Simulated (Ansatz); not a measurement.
**N: stiffness from strained cells**

How stiff is the crystal, and how unevenly? Runs: cell and atoms relaxed (PAW); reference run (PAW, LAPW and crystal datasets).

Computed with Ansatz 0.2.0 (DFT PBEsol, frozen-core PAW, all-electron LAPW and all-electron PAW on datasets made for the crystal («crystal datasets»), scalar-relativistic unless said, unless a step's input says otherwise).

## 1. Starting point

The structure is tetragonal, space group P4_2/mnm (No. 136). Conventional cell: a = 4.084 Å, b = 4.084 Å, c = 5.346 Å, α = 90.00°, β = 90.00°, γ = 90.00°. N (site symmetry m2m) has 1 N at 1.11 Å in its first shell of neighbours.

As a file:

```
CELL_PARAMETERS angstrom
4.08406 0.00000 0.00000
0.00000 4.08406 0.00000
0.00000 0.00000 5.34591
ATOMIC_POSITIONS crystal
N 0.90428 0.90428 0.00000
N 0.59572 0.40428 0.50000
N 0.09572 0.09572 0.00000
N 0.40428 0.59572 0.50000
```

Cartesian axes are those of the input's lattice vectors. The structure goes back to a database entry.

## 2. Cell and atoms relaxed, PAW

Contents of input.yaml:

```yaml
crystal:
  lattice:
    - [4.08406197, 0.0, 0.0]
    - [0.0, 4.08406197, 0.0]
    - [0.0, 0.0, 5.34591325]
  atoms:
    - { symbol: "N", position: [0.9042752, 0.9042752, 0.0] }
    - { symbol: "N", position: [0.5957248, 0.4042752, 0.5] }
    - { symbol: "N", position: [0.0957248, 0.0957248, 0.0] }
    - { symbol: "N", position: [0.4042752, 0.5957248, 0.5] }
kpoints:
  mp_grid: { grid: [10, 10, 8] }
scf:
  occupations: { method: fermi_dirac, width: 0.1 }
hamiltonian:
  xc: pbesol
  pseudopotentials: { kind: paw }
relax:
  f_tol: 0.002
  max_steps: 80
  cell: {}
output:
  forces: true
  stress: true
  write_density: true
  write_potential: true
  elf: true
  volumetric_format: npy
```

Started as:

```
$ ansatz run input.yaml --threads 2 --pin off --max-ram 5120MiB --backend cpu --events-out ev --progress --plain --runs-dir out
```

## 4. Reference run, PAW

Contents of input.yaml:

```yaml
crystal:
  lattice:
    - [4.43195777335, 0.0, 0.0]
    - [0.0, 4.43195777335, 0.0]
    - [0.0, 0.0, 5.75408456313]
  atoms:
    - { symbol: "N", position: [0.912265858865, 0.912265858865, 0.0] }
    - { symbol: "N", position: [0.587734141135, 0.412265858865, 0.5] }
    - { symbol: "N", position: [0.087734141135, 0.087734141135, 0.0] }
    - { symbol: "N", position: [0.412265858865, 0.587734141135, 0.5] }
kpoints:
  mp_grid: { grid: [6, 6, 4] }
scf:
  occupations: { method: fixed }
hamiltonian:
  xc: pbesol
  pseudopotentials: { kind: paw }
elastic:
  mode: relaxed_ion
  stencil: two_point
  amplitude: 0.005
```

## 5. Reference run, LAPW

input.yaml: that of step 4 with these lines changed.

```diff
@@ -16,3 +16,3 @@
   xc: pbesol
-  pseudopotentials: { kind: paw }
+  pseudopotentials: { kind: all_electron, lapw: { basis_error: 0.001 } }
 elastic:
```

## 6. Reference run, crystal datasets

input.yaml: that of step 5 with these lines changed.

```diff
@@ -16,3 +16,3 @@
   xc: pbesol
-  pseudopotentials: { kind: all_electron, lapw: { basis_error: 0.001 } }
+  pseudopotentials: { kind: all_electron, datasets: crystal }
 elastic:
```

(Steps that only read results are left out.)

What does the calculation give? Wanted: C11; C12; C13; C33; C44; C66; bulk, shear and Young's modulus; Debye temperature from sound speeds; universal anisotropy index.

The runs gave:

| quantity | value |
| --- | --- |
| C11 (PAW) | 1 GPa |
| C12 (PAW) | 0 GPa |
| C13 (PAW) | 0 GPa |
| C33 (PAW) | 2 GPa |
| C44 (PAW) | 0 GPa |
| C66 (PAW) | 0 GPa |
| bulk, shear and Young's modulus | 1, 0, 1 GPa |
| Debye temperature from sound speeds | 65 K |
| universal anisotropy index | 1.00 |

All eigenvalues are positive, so the crystal is mechanically stable; by PAW K = 1 and G = 0 GPa, K/G = 2.13, on the ductile side of Pugh's rough line at 1.75, which was drawn for metals. Young's modulus runs from 0 to 1 GPa with direction. Cautions: frozen-core PAW files fitted under PBE, their cores solved anew for the functional of the run; no dispersion correction, so the spacing and stiffness between layers or molecules are uncertain.
